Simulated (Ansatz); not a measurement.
**EuS under changes of volume**

One of the cells (26.424 Å³/atom); the others are scaled copies at fixed shape and fractional positions:

```
CELL_PARAMETERS angstrom
0.00000 2.97850 2.97850
2.97850 0.00000 2.97850
2.97850 2.97850 0.00000
ATOMIC_POSITIONS crystal
Eu 0.00000 0.00000 0.00000
S 0.50000 0.50000 0.50000
```

```yaml
Program: Ansatz 0.2.0
Functional: PBE
Potentials_or_basis: Ansatz PAW
Cutoff: "420 eV (not typed: the program's choice for these potentials)"
k_mesh: 8 × 8 × 8
Occupations: fermi-dirac, width 0.05 eV
Spin: collinear spin, ferromagnetic start
Starting_moments: "[7.0, 0.0] μB"
```

```csv
volume (Å³/atom),energy over the lowest point (meV/atom),pressure (GPa),moment (μB per cell)
24.838,0.00,0.4,6.96
25.367,0.41,-0.7,6.97
25.895,?,?,?
26.424,10.90,-2.5,6.98
26.952,20.30,-3.3,6.99
27.481,32.12,-3.9,6.99
28.009,46.06,-4.6,6.99
```

Problem. What does the run at 25.895 Å³/atom give?

Solution. Energy over the lowest point 4.18 meV/atom; pressure -1.6 GPa; moment 6.98 μB per cell.

Worked out: A Birch-Murnaghan fit of order 3 (a polynomial in V^(-2/3)) to the other rows has its minimum at 25.04 Å³/atom with B0 = V·E''(V) = 51 GPa and B' = 4.3. It gives 4.16 meV/atom at 25.895 Å³/atom, against the run's 4.18, and -dE/dV = -1.6 GPa, against -1.6. A straight line through the other rows of the moment, of slope 0.00987 μB per Å³/atom, gives 6.97 μB, against the run's 6.98.

Energies are extrapolated to zero smearing.

Caveats: a cell with one magnetic atom can't hold antiferromagnetic order, which such compounds often take; without U or exact exchange the open f shell lies at the Fermi level, which spoils levels, moments and volumes.
